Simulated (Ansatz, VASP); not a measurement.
**Gd: VASP beside Ansatz**

File INCAR:

```
SYSTEM = Gd
ALGO     = Normal         ! electronic algorithm
EDIFF    = 1E-7           ! SCF threshold, eV
ENCUT    = 520            ! plane-wave cutoff, eV
GGA      = PE             ! functional
ISIF     = 2              ! what is computed and relaxed
ISMEAR   = -1             ! smearing method
ISPIN    = 2              ! spin polarisation
LASPH    = .True.         ! aspherical terms in the spheres
LCHARG   = .False.        ! write CHGCAR
LMAXMIX  = 6              ! l up to which the mixer works
LORBIT   = 11             ! projections on sites
LREAL    = .False.        ! projectors in reciprocal space
LWAVE    = .False.        ! write WAVECAR
MAGMOM   = 7              ! initial moments
NBANDS   = 19             ! bands
NELM     = 100            ! most SCF steps
PREC     = Accurate       ! precision mode
SIGMA    = 0.05           ! smearing width, eV
```

File KPOINTS:

```
k-points
0
Gamma
  9 9 9
  0 0 0
```

File POSCAR:

```
Gd
1.0
   -2.0647159654      2.0647159654      2.0647159654
    2.0647159654     -2.0647159654      2.0647159654
    2.0647159654      2.0647159654     -2.0647159654
Gd
1
Direct
    0.0000000000      0.0000000000      0.0000000000
```

Contents of input.yaml:

```yaml
crystal:
  lattice:
    - [-2.0647159654, 2.0647159654, 2.0647159654]
    - [2.0647159654, -2.0647159654, 2.0647159654]
    - [2.0647159654, 2.0647159654, -2.0647159654]
  atoms:
    - { symbol: Gd, position: [0.0, 0.0, 0.0], spin: 7.0 }
hamiltonian:
  xc: pbe
  pseudopotentials: { kind: paw }
magnetization:
  spin_polarized: true
kpoints:
  mp_grid: { grid: [9, 9, 9] }
scf:
  occupations: { method: fermi_dirac, width: 0.05 }
output:
  forces: true
  stress: true
  eigenvalues: true
```

Change from the starting cell: volume scaled by 1.06.

Alike in both runs: task single point; functional PBE; k mesh 9 × 9 × 9; occupations fermi-dirac, width 0.05 eV; collinear spin, ferromagnetic start.

```csv
,VASP,Ansatz
version,VASP 6.6.1,Ansatz 0.2.0
potentials or method,"VASP PAW PBE potentials, release 64 (Gd)",Ansatz PAW
plane-wave cutoff (eV),520,420
valence electrons in the cell,18,18
```

Ansatz gave:

| Property | Result |
| --- | --- |
| gap on the k mesh at the Fermi level (eV) | none |
| pressure (GPa) | -1.8 |
| net moment per atom (μB) | 7.62 |
| size of the moment on the site where the two differ most (μB) | 7.33 |

**Question.** Which values does VASP return?

**Answer.** gap on the k mesh at the Fermi level (eV): none; pressure (GPa): -1.8; net moment per atom (μB): 7.63; size of the moment on the site where the two differ most (μB): 6.99.

Site moments also hang on the region over which each program counts them. A gap of «none» marks a metal or a gap that the smearing closes.

Caveats: spin-orbit coupling is left out, which moves the levels of the heavy elements. The state reached can hang on the start; a lower one may exist.
